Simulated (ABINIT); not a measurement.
A run of ABINIT 10.8.3 (patched build):

run.abi

```
pp_dirpath "./"
pseudos "Pt.upf, Se.upf"

acell 3*1.0 Angstrom
rprim
     3.7240000000     0.0000000000     0.0000000000
    -1.8620000000     3.2250786037     0.0000000000
     0.0000000000     0.0000000000     5.0620000000
ntypat 2
znucl 78 34
natom 3
typat 1 2 2
xred
     0.0000000000     0.0000000000     0.0000000000
     0.6666666667     0.3333333333     0.7500000000
     0.3333333333     0.6666666667     0.2500000000

ecut 39.0

kptopt 1
ngkpt 6 6 4
nshiftk 1
shiftk 0.0 0.0 0.0

ixc -116133

nband 30
occopt 3
tsmear 0.00183747

nstep 100
tolvrs 1.0e-10

iomode 3
prtwf 0
prtden 0
prteig 0
prtebands 0
enunit 2
```

Potentials or basis: PseudoDojo NC SR PBEsol v0.4.1 standard.

Command:

```console
$ mpirun --bind-to none -np 4 abinit run.abi > log 2>&1
```

Hardware: 4 MPI ranks on Intel(R) Xeon(R) 6975P-C (Granite Rapids), on a shared host.

Q: How long does it take, and how much memory?

A: It took 29 s on 4 MPI ranks on Intel(R) Xeon(R) 6975P-C (Granite Rapids), on a shared host, peak memory 0.36 GiB a rank. Counts: scf iterations 13, mpi ranks 4, k points 24, bands 30, plane waves 4788.
